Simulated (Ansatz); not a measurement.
Consider the formal exchange of groups at the Si–H bond: `O[SiH2]F` + `CC/C=C/CC` → `CC[SiH](O)F` + `C=CCC`.

Gas-phase electronic energies from Ansatz, PBE0-D4/def2-TZVP geometries. CCSD(T)/CBS is the MP2 limit (def2-TZVPP, def2-QZVPP) plus CCSD(T) − MP2 in def2-TZVPP, frozen cores. DFT in def2-TZVPP. Each species was taken in one conformer, which may not be the lowest.

`O[SiH2]F`:

```xyz
6

O    -1.017   -0.286    0.710
Si    0.307    0.231   -0.088
F    -0.022    0.495   -1.628
H    -1.343   -1.172    0.547
H     0.688    1.515    0.528
H     1.387   -0.783   -0.070
```

`CC/C=C/CC`:

Cartesian coordinates in Å:
```
C -2.387 -1.123 1.023
C -1.348 -0.119 1.510
C -0.587 0.506 0.388
C 0.726 0.424 0.210
C 1.483 1.026 -0.926
C 2.217 -0.020 -1.758
H -2.955 -1.542 1.858
H -3.099 -0.651 0.340
H -1.911 -1.947 0.487
H -0.649 -0.606 2.196
H -1.855 0.665 2.086
H -1.179 1.058 -0.343
H 1.316 -0.137 0.936
H 0.796 1.595 -1.561
H 2.214 1.744 -0.535
H 2.913 -0.595 -1.141
H 2.791 0.445 -2.563
H 1.512 -0.725 -2.206
```

`CC[SiH](O)F`:

Z-matrix (Å, degrees):
```
C
C 1 1.528
H 1 1.093 2 111.4
H 1 1.092 2 111.5 3 -120.0
H 1 1.092 2 111.5 3 119.7
Si 2 1.857 1 113.5 3 -59.1
H 2 1.097 1 110.7 3 178.7
H 2 1.096 1 110.6 3 62.1
F 6 1.602 2 107.4 1 178.5
O 6 1.635 2 113.2 1 -60.3
H 6 1.478 2 113.4 1 59.3
H 10 0.958 6 118.9 2 -54.3
```

`C=CCC`:

```xyz
12

C     1.882    0.629   -0.182
C     0.662    0.344   -0.615
C    -0.581    0.405    0.209
C    -1.288   -0.943    0.296
H     2.058    0.948    0.841
H     2.747    0.557   -0.830
H     0.531    0.023   -1.648
H    -0.336    0.768    1.212
H    -1.267    1.138   -0.232
H    -1.546   -1.316   -0.698
H    -0.648   -1.688    0.774
H    -2.212   -0.867    0.874
```

| level | ΔE (kJ/mol) |
| --- | --- |
| RPA@PBE/def2-TZVPP | -26.2 |
| HF/def2-QZVPP | -26.6 |

(1) What does CCSD(T)/CBS give? (An estimate is asked.)

Largest T1 diagnostic among the species: 0.011.

Answers

(1) The calculation gave: -30.8 kJ/mol. The listed levels differ from it by 4.6, 4.2 kJ/mol.

Leaving LDA and LC-ωPBE aside and taking each functional with its dispersion term where it has one, the values, not all of them listed here, spread over 4.6 kJ/mol, from ωB97M-V to PBE-QIDH. At CCSD(T), def2-SVP lies +11.1 kJ/mol from the extrapolated value and def2-TZVPP +1.4 kJ/mol.

CCSD(T)/CBS has its own doubt, a few kJ/mol and more with outer-core shells, so smaller differences from it don't rank the levels.
